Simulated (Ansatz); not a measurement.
Space group P4/mbm (No. 127). a = 6.999 Å, b = 6.999 Å, c = 3.662 Å, α = 90.00°, β = 90.00°, γ = 90.00°
```
atom site symmetry x y z
  Hf    4h m.2m  0.6731  0.8269  0.5000
  Hf    2a     4/m..  0.5000  0.5000  0.0000
  Si    4g m.2m  0.6237  0.1237  0.0000
```

Equation of state of this Hf₃Si₂ structure (not necessarily the ground state), with shape and atoms relaxed at each volume where symmetry leaves them free. It has no gap at any of these volumes. These are results of DFT r2SCAN, scalar-relativistic, plane waves, PAW (Ansatz), not measurements.

Cutoff 500 eV; k points 6×6×10 on the computed 10-atom cell (Γ-centred); Gaussian smearing, width 0.10 eV; no spin polarisation.

```tsv
V (Å³/atom)	E − E(largest V) (meV/atom)	P (GPa)
15.787	72.85	23.96
16.325	5.16	16.53
16.863	-39.28	10.14
17.401	-63.76	4.68
17.939	-71.39	0.00
18.477	-64.38	-4.14
19.016	-44.30	-7.77
19.733	0.00	-11.89
```

Fit a third-order Birch–Murnaghan equation to E(V).

V0 = 17.93 Å³/atom, B0 = 147 GPa, B0' = 3.7.

Spin-orbit coupling is left out, which matters for the bands of heavy elements.